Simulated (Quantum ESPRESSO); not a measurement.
## Ga under changes of volume

One of the cells (18.191 Å³/atom); the others are scaled copies at fixed shape and fractional positions:

```xyz
2
Lattice="2.7784 0.0000 0.0000 0.0000 3.2816 0.0000 -1.3434 0.0000 3.9903" Properties=species:S:1:pos:R:3 pbc="T T T"
Ga   -0.6607    2.4612    3.0732
Ga    2.0957    0.8204    0.9171
```

This isn't the form of Ga at room conditions, which is orthorhombic.

```yaml
Program: Quantum ESPRESSO 7.5
Functional: PBEsol
Potentials_or_basis: GBRV 1.5 PBEsol
Cutoff: 762 eV
Density_cutoff: 6095 eV
k_mesh: 10 × 8 × 7
Occupations: fermi-dirac, width 0.05 eV
Spin: no spin polarisation
```

| volume (Å³/atom) | energy over the lowest point (meV/atom) | pressure (GPa) | largest force (eV/Å) |
| --- | --- | --- | --- |
| 17.100 | 9.89 | 3.6 | 0.099 |
| 17.463 | 3.36 | 2.0 | 0.091 |
| 17.827 | 0.17 | 0.6 | 0.083 |
| 18.191 | 0.00 | -0.6 | 0.074 |
| 18.555 | ? | ? | ? |
| 18.919 | 7.17 | -2.7 | 0.058 |
| 19.283 | 14.07 | -3.6 | 0.051 |

Problem. What does the run at 18.555 Å³/atom give?

Solution. Energy over the lowest point 2.42 meV/atom; pressure -1.7 GPa; largest force 0.066 eV/Å.

Worked out: A Birch-Murnaghan fit of order 3 (a polynomial in V^(-2/3)) to the other rows has its minimum at 18.03 Å³/atom with B0 = V·E''(V) = 61 GPa and B' = 4.9 at fixed shape and positions, which overstates the stiffness. It gives 2.41 meV/atom at 18.555 Å³/atom, against the run's 2.42, and -dE/dV = -1.6 GPa, against -1.7.

Energies are extrapolated to zero smearing.
